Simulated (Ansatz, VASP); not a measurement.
# W: VASP beside Ansatz

The input INCAR:

```
PREC = Accurate ; ENCUT = 520
EDIFF = 1E-6 ; ISMEAR = -1
SIGMA = 0.05 ; LREAL = F
LASPH = T ; NELM = 100
ALGO = Normal ; ISIF = 2
LWAVE = F ; LCHARG = F
GGA = PE ; NBANDS = 13
```

Contents of KPOINTS:

```
Automatic mesh
0
Gamma
  14 14 14
```

File POSCAR:

```
W
1.0
    0.0000000000      2.0467776204      2.0467776204
    2.0467776204      0.0000000000      2.0467776204
    2.0467776204      2.0467776204      0.0000000000
W
1
Direct
    0.0000000000      0.0000000000      0.0000000000
```

Input for Ansatz:

```yaml
crystal:
  lattice:
    - [0.0, 2.0467776204, 2.0467776204]
    - [2.0467776204, 0.0, 2.0467776204]
    - [2.0467776204, 2.0467776204, 0.0]
  atoms:
    - { symbol: W, position: [0.0, 0.0, 0.0] }
kpoints:
  mp_grid: { grid: [14, 14, 14] }
scf:
  occupations: { method: fermi_dirac, width: 0.05 }
hamiltonian:
  xc: pbe
  pseudopotentials: { kind: all_electron, lapw: { basis_error: 0.00025 } }
output:
  forces: true
  stress: true
  eigenvalues: true
```

Change from the starting cell: volume scaled by 1.025.

Alike in both runs: task single point; functional PBE; k mesh 14 × 14 × 14; occupations fermi-dirac, width 0.05 eV; no spin polarisation.

|  | VASP | Ansatz |
| --- | --- | --- |
| version | VASP 6.6.1 | Ansatz 0.2.0 |
| potentials or method | VASP PAW PBE potentials, release 64 (W_sv) | all-electron LAPW, scalar-relativistic |
| plane-wave cutoff (eV) | 520 | see its input |

VASP gave:

* pressure (GPa): -10.5

Q: Which values does Ansatz return?

A: Pressure (GPa): -10.8.

Ansatz ran all-electron here, so the differences hold the error of VASP's frozen core and of both bases.

Spin-orbit coupling is left out, which matters for the levels of W.
